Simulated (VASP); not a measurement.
## WC: equation of state with PBE

The system is WC.

```
W C
1.0
     0.00000    2.19268    2.19268
     2.19268    0.00000    2.19268
     2.19268    2.19268    0.00000
W C
1 1
Direct
  0.99883 0.99893 0.02423
  0.50117 0.50107 0.47577
```

The cell comes from a database or a generator and needn't be the stable form of this composition.

| Property | Result |
| --- | --- |
| Program | VASP 6.6.1 |
| Task | equation of state |
| Functional | PBE |
| Potentials or basis | VASP PAW PBE potentials, release 64 (W_sv, C) |
| Cutoff | 520 eV |
| k mesh | 10 × 10 × 10 |
| Occupations | fermi-dirac, width 0.05 eV |
| Spin | no spin polarisation |

```yaml
Equilibrium_volume: 10.62 Å³/atom
Bulk_modulus_at_fixed_shape_and_positions: 359 GPa
Pressure_derivative_of_the_bulk_modulus: 4.3
```

Energy against volume, from the lowest point:
| volume (Å³/atom) | energy (meV/atom) |
| --- | --- |
| 9.910 | 60.15 |
| 10.120 | 28.41 |
| 10.331 | 8.77 |
| 10.542 | 0.00 |
| 10.753 | 1.03 |
| 10.964 | 10.84 |
| 11.175 | 28.59 |

All runs of the series together: 5.1 min on 1 thread of Intel(R) Xeon(R) 6975P-C (Granite Rapids) (shared host).

Caveat: the cell was scaled at fixed shape and fractional positions, which overstates the stiffness of a crystal with free parameters, most of all of layers and chains. The run has no spin-orbit coupling, so splittings on W are missing.
